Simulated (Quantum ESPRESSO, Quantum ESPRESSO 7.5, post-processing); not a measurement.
# 1T-SiS2, 1 layer: k-mesh convergence

Wanted: the cheapest sound input for 1T-SiS2, 1 layer, from a series that sets result against time.

Program: Quantum ESPRESSO 7.5. Level of theory: plane-wave DFT, PBE, GBRV ultrasoft pseudopotentials. Results are calculated unless marked as measured.

Most raw output is cut from this account.

### 1. Starting point

The cell holds 3 atoms: 2 S and 1 Si. Its edges and angles: a = 3.300 Å, b = 3.300 Å, c = 18.789 Å, α = 90.0°, β = 90.0°, γ = 120.0°. It derives from SiS2. Vacuum lies along c.

As a file:

```cif
data_structure
_symmetry_space_group_name_H-M 'P 1'
_symmetry_Int_Tables_number 1
_cell_length_a 3.3000
_cell_length_b 3.3000
_cell_length_c 18.7889
_cell_angle_alpha 90.000
_cell_angle_beta 90.000
_cell_angle_gamma 120.000
_cell_volume 177.20
loop_
_atom_site_label
_atom_site_type_symbol
_atom_site_fract_x
_atom_site_fract_y
_atom_site_fract_z
_atom_site_occupancy
S1 S 0.66667 0.33333 0.95240 1
Si2 Si 0.00000 0.00000 0.00000 1
S3 S 0.33333 0.66667 0.04760 1
```

This sheet is a model structure: its symmetry is held, and its stability is not tested here.

### 2. SCF with pw.x: 22×22×1 points

The first run is the reference of the series.

Contents of c0.in:

```
&control
  prefix = 'c0'
  outdir = './out'
  pseudo_dir = './pseudo'
  calculation = 'scf'
  tprnfor = .true.
/
&system
  ibrav = 0
  nat = 3
  ntyp = 2
  ecutwfc = 40
  ecutrho = 200
  occupations = 'smearing'
  smearing = 'fd'
  degauss = 0.004
  assume_isolated = 'esm'
  esm_bc = 'bc1'
/
&electrons
  conv_thr = 1e-07
  mixing_beta = 0.4
  electron_maxstep = 120
  mixing_mode = 'local-TF'
/
ATOMIC_SPECIES
  S   32.0600  s_pbe_v1.4.uspp.F.UPF
  Si  28.0850  si_pbe_v1.uspp.F.UPF
CELL_PARAMETERS angstrom
  3.30000000000000 0.00000000000000 0.00000000000000
  -1.65000000000000 2.85788383248865 0.00000000000000
  0.00000000000000 0.00000000000000 18.78885438199983
ATOMIC_POSITIONS crystal
  S   0.666666666667 0.333333333333 -0.047604136624
  Si  0.000000000000 0.000000000000 0.000000000000
  S   0.333333333333 0.666666666667 0.047604136624
K_POINTS automatic
  22 22 1 0 0 0
```

Command:

```sh
$ OMP_NUM_THREADS=1 mpirun -n 4 pw.x -nk 4 -in c0.in > c0.out
```

Elapsed: 29 s, on 4 MPI ranks of Intel Xeon 6975P-C (Granite Rapids), shared host; peak memory 0.41 GiB.

Numbers from this step:

```
free energy                                                    : -785.0675 eV
Fermi energy                                                   : -4.770 eV
valence top, on the run's zero                                 : -5.618 eV
conduction bottom, on the run's zero                           : -3.968 eV
gap by band count                                              : 1.650 eV
vacuum line at the lower end of the cell, over the valence top : 5.618 eV
vacuum line at the upper end of the cell, over the valence top : 5.618 eV
```

Electrostatic potential energy of an electron; zero at the highest filled level of the SCF mesh. The potential energy, planar mean by z:

```
z (Å)  potential energy, planar mean (eV)
 -9.0                                5.62
 -8.5                                5.62
 -8.0                                5.62
 -7.5                                5.62
 -7.0                                5.62
 -6.5                                5.62
 -6.0                                5.62
 -5.5                                5.62
 -5.0                                5.62
 -4.5                                5.62
 -4.0                                5.61
 -3.5                                5.60
 -3.0                                5.53
 -2.5                                5.24
 -2.0                                3.91
 -1.5                               -2.15
 -1.0                               -13.8
 -0.5                               -15.6
  0.0                               -14.1
  0.5                               -15.6
  1.0                               -13.8
  1.5                               -2.15
  2.0                                3.91
  2.5                                5.24
  3.0                                5.53
  3.5                                5.60
  4.0                                5.61
  4.5                                5.62
  5.0                                5.62
  5.5                                5.62
  6.0                                5.62
  6.5                                5.62
  7.0                                5.62
  7.5                                5.62
  8.0                                5.62
  8.5                                5.62
  9.0                                5.62
```

The program's own clock; routines nest. Time by routine:

| routine | wall time (s) | calls |
| --- | --- | --- |
| PWSCF | 28.48 | 1 |
| electrons | 26.24 | 1 |
| c_bands | 16.97 | 26 |
| cegterg | 11.63 | 338 |
| h_psi | 8.83 | 1991 |
| vloc_psi | 6.9 | 1991 |
| fftw | 6.47 | 29816 |
| sum_band | 3.87 | 26 |
| mix_rho | 2.85 | 26 |
| init_run | 1.94 | 1 |
| newd | 1.76 | 26 |
| ffts | 1.34 | 2556 |
| calbec | 1.26 | 2381 |
| h_psi:calbec | 0.98 | 1991 |

The vacuum levels are read from the outermost 0.7 Å of the cell on either side.

The run needed 25 iterations to bring the estimated error under 1e-07 Ry; the largest force on any atom, held or free, is 6.43 eV/Å, so this geometry is far from relaxed and its levels are not those of the real material.

Inside the slab this potential holds the local part of the pseudopotentials, which can be repulsive at the nuclei; only its value in the vacuum has a meaning of its own.

### 3. Ground state: 16×16×1 points

c1.in is the input of step 2 with these lines changed:

```diff
@@ -1,3 +1,3 @@
 &control
-  prefix = 'c0'
+  prefix = 'c1'
   outdir = './out'
@@ -37,2 +37,2 @@
 K_POINTS automatic
-  22 22 1 0 0 0
+  16 16 1 0 0 0
```

Command:

```sh
$ OMP_NUM_THREADS=1 mpirun -n 4 pw.x -nk 4 -in c1.in > c1.out
```

Run time: 17 s. Hardware: 4 MPI ranks; peak memory 0.38 GiB; 69 s of CPU time.

This step gave:

| Property | Result |
| --- | --- |
| Fermi energy | -4.768 eV |
| valence top, on the run's zero | -5.626 eV |
| conduction bottom, on the run's zero | -3.966 eV |
| gap by band count | 1.660 eV |
| vacuum line at the lower end of the cell, over the valence top | 5.626 eV |
| vacuum line at the upper end of the cell, over the valence top | 5.626 eV |

The program's own clock; routines nest. Time by routine:

```csv
routine,wall time (s),calls
PWSCF,16.73,1
electrons,14.58,1
c_bands,8.58,19
cegterg,6.1,152
h_psi,4.74,1124
vloc_psi,3.71,1124
fftw,3.47,14850
sum_band,2.3,19
init_run,1.88,1
mix_rho,1.81,19
newd,1.34,19
ffts,1.05,1679
hinit0,0.84,1
fft,0.7,257
```

Counted from each run's own zero (the valence top), the vacuum level differs from the first run's by +9 meV.

### 4. Ground state: 11×11×1 points

c2.in is the input of step 3 with these lines changed:

```diff
@@ -1,3 +1,3 @@
 &control
-  prefix = 'c1'
+  prefix = 'c2'
   outdir = './out'
@@ -37,2 +37,2 @@
 K_POINTS automatic
-  16 16 1 0 0 0
+  11 11 1 0 0 0
```

Command:

```sh
$ OMP_NUM_THREADS=1 mpirun -n 4 pw.x -nk 4 -in c2.in > c2.out
```

The job ended after 12 s (4 MPI ranks; peak memory 0.47 GiB; 46 s of CPU time).

Read from the output:

```
free energy                                                    : -785.0674 eV
Fermi energy                                                   : -4.766 eV
valence top, on the run's zero                                 : -5.616 eV
conduction bottom, on the run's zero                           : -3.927 eV
gap by band count                                              : 1.689 eV
vacuum line at the lower end of the cell, over the valence top : 5.616 eV
vacuum line at the upper end of the cell, over the valence top : 5.616 eV
```

The program's own clock; routines nest. Time by routine:

```
  routine  wall time (s)  calls
    PWSCF          10.94      1
electrons           8.88      1
  c_bands           4.01     17
  cegterg           2.74     68
    h_psi           2.29    527
 init_run           1.82      1
 vloc_psi           1.82    527
     fftw            1.7   6690
 sum_band           1.69     17
  mix_rho           1.56     17
     newd           1.14     17
     ffts           0.96   1431
   hinit0           0.84      1
      fft           0.68    231
```

Counted from each run's own zero (the valence top), the vacuum level differs from the first run's by -2 meV.

### 5. Self-consistent run: 8×8×1 points

c3.in is the input of step 4 with these lines changed:

```diff
@@ -1,3 +1,3 @@
 &control
-  prefix = 'c2'
+  prefix = 'c3'
   outdir = './out'
@@ -37,2 +37,2 @@
 K_POINTS automatic
-  11 11 1 0 0 0
+  8 8 1 0 0 0
```

Command:

```sh
$ OMP_NUM_THREADS=1 mpirun -n 4 pw.x -nk 4 -in c3.in > c3.out
```

Wall time 12 s (4 MPI ranks); peak memory 0.45 GiB.

Numbers from this step:

```
free energy                                                    : -785.0676 eV
Fermi energy                                                   : -4.791 eV
valence top, on the run's zero                                 : -5.682 eV
conduction bottom, on the run's zero                           : -3.967 eV
gap by band count                                              : 1.715 eV
vacuum line at the lower end of the cell, over the valence top : 5.682 eV
vacuum line at the upper end of the cell, over the valence top : 5.682 eV
```

The program's own clock; routines nest. Time by routine:

| routine | wall time (s) | calls |
| --- | --- | --- |
| PWSCF | 11.64 | 1 |
| electrons | 9.58 | 1 |
| c_bands | 3.31 | 21 |
| cegterg | 2.47 | 63 |
| h_psi | 2.11 | 441 |
| mix_rho | 2.1 | 21 |
| sum_band | 2.06 | 21 |
| init_run | 1.81 | 1 |
| vloc_psi | 1.7 | 441 |
| fftw | 1.6 | 6002 |
| newd | 1.49 | 21 |
| ffts | 1.13 | 1931 |
| hinit0 | 0.84 | 1 |
| fft | 0.72 | 283 |

Counted from each run's own zero (the valence top), the vacuum level differs from the first run's by +64 meV.

### 6. Self-consistent run: 6×6×1 points

c4.in is the input of step 5 with these lines changed:

```diff
@@ -1,3 +1,3 @@
 &control
-  prefix = 'c3'
+  prefix = 'c4'
   outdir = './out'
@@ -37,2 +37,2 @@
 K_POINTS automatic
-  8 8 1 0 0 0
+  6 6 1 0 0 0
```

Command:

```sh
$ OMP_NUM_THREADS=1 mpirun -n 4 pw.x -nk 2 -in c4.in > c4.out
```

It took 8.4 s on 4 MPI ranks; peak memory 0.42 GiB; 33 s of CPU time.

Read from the output:

| Item | Value |
| --- | --- |
| free energy | -785.0560 eV |
| Fermi energy | -4.792 eV |
| valence top, on the run's zero | -5.654 eV |
| conduction bottom, on the run's zero | -3.969 eV |
| gap by band count | 1.685 eV |
| vacuum line at the lower end of the cell, over the valence top | 5.654 eV |
| vacuum line at the upper end of the cell, over the valence top | 5.654 eV |

The program's own clock; routines nest. Time by routine:

| routine | wall time (s) | calls |
| --- | --- | --- |
| PWSCF | 7.66 | 1 |
| electrons | 6.74 | 1 |
| c_bands | 2.19 | 20 |
| sum_band | 1.9 | 20 |
| cegterg | 1.83 | 80 |
| h_psi | 1.4 | 547 |
| newd | 1.37 | 20 |
| fftw | 1.15 | 7512 |
| vloc_psi | 1.14 | 547 |
| mix_rho | 1.02 | 20 |
| init_run | 0.7 | 1 |
| ffts | 0.65 | 1804 |
| hinit0 | 0.34 | 1 |
| v_of_rho | 0.32 | 20 |

Counted from each run's own zero (the valence top), the vacuum level differs from the first run's by +36 meV.

### 7. Self-consistent run: 4×4×1 points

c5.in is the input of step 6 with these lines changed:

```diff
@@ -1,3 +1,3 @@
 &control
-  prefix = 'c4'
+  prefix = 'c5'
   outdir = './out'
@@ -37,2 +37,2 @@
 K_POINTS automatic
-  6 6 1 0 0 0
+  4 4 1 0 0 0
```

Command:

```sh
$ OMP_NUM_THREADS=1 mpirun -n 4 pw.x -nk 1 -in c5.in > c5.out
```

It took 7.1 s on 4 MPI ranks; peak memory 0.34 GiB; 27 s of CPU time.

This step gave:

| Item | Value |
| --- | --- |
| free energy | -785.0468 eV |
| Fermi energy | -4.851 eV |
| valence top, on the run's zero | -5.826 eV |
| conduction bottom, on the run's zero | -3.914 eV |
| gap by band count | 1.913 eV |
| vacuum line at the lower end of the cell, over the valence top | 5.826 eV |
| vacuum line at the upper end of the cell, over the valence top | 5.826 eV |

The program's own clock; routines nest. Time by routine:

```
  routine  wall time (s)  calls
    PWSCF           6.39      1
electrons           5.48      1
 sum_band           1.91     23
     newd           1.45     23
  c_bands           1.25     23
  cegterg           1.13     92
    h_psi           0.85    563
  mix_rho           0.74     23
     fftw           0.73   8028
 vloc_psi            0.7    563
 init_run           0.68      1
     ffts           0.54   2179
   hinit0            0.3      1
  potinit           0.23      1
```

Counted from each run's own zero (the valence top), the vacuum level differs from the first run's by +209 meV.

### 8. The series side by side

All levels:

| level | vacuum level over the valence top (eV) | its change from the first (meV) | energy from the first (meV an atom) | SCF iterations | wall time (s) | peak memory (GiB) | CPU time (s) |
| --- | --- | --- | --- | --- | --- | --- | --- |
| 22×22×1 points | 5.618 | 0 | 0 | 25 | 29.2 | 0.41 | 115.8 |
| 16×16×1 points | 5.626 | 8.52 | 9.07e-5 | 18 | 17.43 | 0.38 | 68.8 |
| 11×11×1 points | 5.616 | -1.854 | 0.01637 | 16 | 11.64 | 0.47 | 45.64 |
| 8×8×1 points | 5.682 | 64.24 | -0.0449 | 20 | 12.34 | 0.45 | 48.46 |
| 6×6×1 points | 5.654 | 36.12 | 3.803 | 19 | 8.37 | 0.42 | 32.53 |
| 4×4×1 points | 5.826 | 208.5 | 6.872 | 22 | 7.09 | 0.34 | 27.44 |

### 9. What came out

| Item | Value |
| --- | --- |
| vacuum level over the valence top, 22×22×1 points | 5.618 eV |
| cheapest step of the main series that, with all steps before it, keeps the vacuum level within 20 meV of the first | 11×11×1 points: -2 meV, 46 s of CPU time against 1.9 min |
| setting with the largest shift of the level | 4×4×1 points: +209 meV |

**Reading.** The cheapest step of the main series that, with all steps before it, keeps the vacuum level within 20 meV of the first is 11×11×1 points: -2 meV, 46 s of CPU time against 1.9 min. Over the series the energy moves by up to 6.87 meV an atom and the vacuum level by up to 209 meV. The error doesn't fall steadily with the mesh. The zero is the highest filled level on the mesh, so the level hangs on whether a mesh holds the k-point of the valence top. The times come from a shared host and are rough. Peak memory is sampled during the run and can miss the peak. The geometry is as built, not relaxed.

[Logs are printed without paths, hosts, clocks, repeated set-up lines and the standing remarks that a program may print on its own settings, such as how far it seeks lower states.]

[Hosts, paths, dates, database ids (printed as entryN), source tags and the programs' standing remarks are cut or masked in the printed files.]

[Maps of the electrostatic potential energy from Ansatz leave out the sawtooth potential of an applied field or a dipole correction, so their vacuum need not be flat; planar profiles and work functions include it.]
